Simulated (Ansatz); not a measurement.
# HfS2: further runs on the relaxed cell

One table from this session's results is given with a row withheld; the runs are named, their logs left out.

Computed with Ansatz 0.2.0 (DFT PBE+D3(BJ), scalar-relativistic, plane waves, PAW, unless a step's input says otherwise).

1 further run of the same task is left out (set aside as unsound or not needed).

## Starting point

The structure is trigonal, space group P-3m1 (No. 164). Conventional cell: a = 3.606 Å, b = 3.606 Å, c = 5.770 Å, α = 90.00°, β = 90.00°, γ = 120.00°. Around Hf (site symmetry -3m) lie 6 S at 2.54 Å. S (site symmetry 3m) has 3 Hf at 2.54 Å as nearest neighbours.

As a file:

```cif
data_structure
_symmetry_space_group_name_H-M 'P 1'
_symmetry_Int_Tables_number 1
_cell_length_a 3.6063
_cell_length_b 3.6063
_cell_length_c 5.7701
_cell_angle_alpha 90.000
_cell_angle_beta 90.000
_cell_angle_gamma 120.000
_cell_volume 64.99
loop_
_atom_site_label
_atom_site_type_symbol
_atom_site_fract_x
_atom_site_fract_y
_atom_site_fract_z
_atom_site_occupancy
Hf1 Hf 0.00000 0.00000 0.00000 1
S1 S 0.66667 0.33333 0.74765 1
S2 S 0.33333 0.66667 0.25235 1
```

It goes back to an entry of the Materials Project.

It is the result of an earlier relaxation at this level (volume 21.66 Å³/atom; gap on the mesh: 0.89 eV).

Set-up of the first run:

File input.yaml:

```yaml
crystal:
  lattice:
    - [3.5699150798, 0.0, 0.0]
    - [-1.7849575399, 3.0916371484, 0.0]
    - [0.0, 0.0, 5.7118209223]
  atoms:
    - { symbol: Hf, position: [0.0, 0.0, 0.0] }
    - { symbol: S, position: [0.6666666667, 0.3333333333, 0.7476470489] }
    - { symbol: S, position: [0.3333333333, 0.6666666667, 0.2523529511] }
basis:
  ecutwfc: 420
kpoints:
  mp_grid: { grid: [9, 9, 6] }
hamiltonian:
  xc: pbe
  dispersion: d3bj
scf:
  occupations: { method: gaussian, width: 0.02 }
output:
  forces: true
  stress: true
  eigenvalues: true
relax:
  adjacent_minimum: "off"
  f_tol: 0.01
  max_steps: 30
  cell: { stress_tol: 0.1, fix: [volume] }
```

The run is started by

```sh
> ansatz run input.yaml --threads 1 --pin off --max-ram 2560MiB --backend cpu --events-out ev --progress --plain --runs-dir out
```

Among the steps run: Point at V/V0 = 0.97; The cell scaled to 1.03 of its volume; Point at V/V0 = 0.94; Point at V/V0 = 1.06; The cell scaled to 0.91 of its volume; The cell scaled to 1.10 of its volume; Volume × 0.88.

One of the session's tables, all rows but one given; the rest of the session is left out.

It belongs to the step «Equation of state». 

| volume (Å³/atom) | energy above the lowest point (meV/atom) | pressure (GPa) | gap on the mesh (eV) |
| --- | --- | --- | --- |
| 19.064 | 47.6 | 7.07 | 0.20 |
| 19.714 | 24.1 | 4.57 | 0.39 |
| 20.364 | 9.6 | 2.65 | 0.56 |
| 21.014 | 2.1 | 1.13 | 0.73 |
| 21.663 | 0.0 | -0.01 | 0.89 |
| 22.313 | ? | ? | ? |
| 22.963 | 6.3 | -1.33 | 1.14 |
| 23.830 | 14.6 | -1.66 | 1.20 |

**Question.** Estimate the row for volume (Å³/atom) = 22.313.

Worked estimate for «energy above the lowest point (meV/atom)». A straight line through the neighbours (21.663, 0.0) and (22.963, 6.3) gives 0.0 + (6.3 − 0.0) × (22.313 − 21.663) / (22.963 − 21.663) = 3.1; a parabola fitted to 4 rows on both sides gives 1.9.

The run gave: energy above the lowest point (meV/atom): 1.8; pressure (GPa): -0.81; gap on the mesh (eV): 1.03. In «energy above the lowest point (meV/atom)» the line misses by +1.3 and the parabola by +0.1.

Caveats from the session: The absorption edge (1.8 eV along x) is to be set beside the least direct gap on the SCF mesh, 1.80 eV; the indirect gap of 0.89 eV gives no absorption without phonons.
